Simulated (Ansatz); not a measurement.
**B: from a trial structure to a relaxed crystal**

Computed with Ansatz 0.2.0, DFT PBEsol, scalar-relativistic, plane waves, PAW. Cutoff 420 eV, Γ-centred k mesh, Gaussian smearing, no spin polarisation in the final step.

B was placed on the bcc structure type (Im-3m, No. 229), at a guessed volume.

```xyz
1
Lattice="-1.2430 1.2430 1.2430 1.2430 -1.2430 1.2430 1.2430 1.2430 -1.2430" Properties=species:S:1:pos:R:3 pbc="T T T"
B     0.0000    0.0000    0.0000
```

Cell and atoms relax at zero pressure; the relaxation can't lower the symmetry of the start. After a coarse first stage the cell is made exact in the group found at 0.06 Å.

Energies count from the standard state of B at the same level.

**Question.** Which crystal results?

**Answer.** It keeps Im-3m (No. 229). The result has the bcc structure. Conventional cell: a = 2.297 Å. B is coordinated by 8 B at 1.99 Å and 6 B at 2.30 Å.

Space group Im-3m (No. 229). a = 2.297 Å, b = 2.297 Å, c = 2.297 Å, α = 90.00°, β = 90.00°, γ = 90.00°
```
atom site symmetry x y z
   B    2a m-3m  0.0000  0.0000  0.0000
```

**Question.** What are its volume, energy, density and gap?

**Answer.** The volume per atom is 6.06 Å³, the density is 2.96 g/cm³ and the energy over the standard structure is 1.65 eV/atom. The gap on the 34×34×34 mesh is 0 eV (a metal).

The final run used a 34×34×34 mesh on its 1-atom cell and 0.10 eV smearing. The k mesh leaves about 4 meV/atom of noise in metals. A structure relaxed within its symmetry needn't be a true minimum. The steps took roughly 8 core-seconds in all.